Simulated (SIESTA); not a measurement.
The system is Ta.

```
Ta
1.0
     2.90037    0.00000    0.00000
    -1.45019    2.51180    0.00000
     0.00000    0.00000    5.16627
Ta
2
Cartesian
  0.0000 1.6745 1.2916
  1.4502 0.8373 3.8747
```

This isn't the form of Ta at room conditions, which is bcc.

Base run:

```yaml
Program: SIESTA 5.4.2
Functional: LDA
Potentials_or_basis: PseudoDojo 0.4 standard (LDA files)
Basis: DZP (energy shift 0.003 Ry; two zetas on semicore shells)
Grid_cutoff: 800 Ry
Energy_shift: 0.003 Ry
k_mesh: 11 × 11 × 5
Occupations: fermi-dirac, width 0.05 eV
Spin: no spin polarisation
```

Its results: band gap on the k mesh none (metal or under the smearing width); pressure -12.1 GPa.

Problem. The run is repeated on the same cell with these changes: functional from LDA to PBEsol; potentials or basis from PseudoDojo 0.4 standard (LDA files) to PseudoDojo 0.4 standard (PBEsol files). What comes out?

Solution. Band gap on the k mesh none (metal or under the smearing width); pressure -6.6 GPa.

Caveats: short orbitals over semicore shells can move pressures by several GPa; the basis of atomic orbitals isn't converged, which shifts pressures, moduli and gaps.

Not every run made on this cell is shown here.
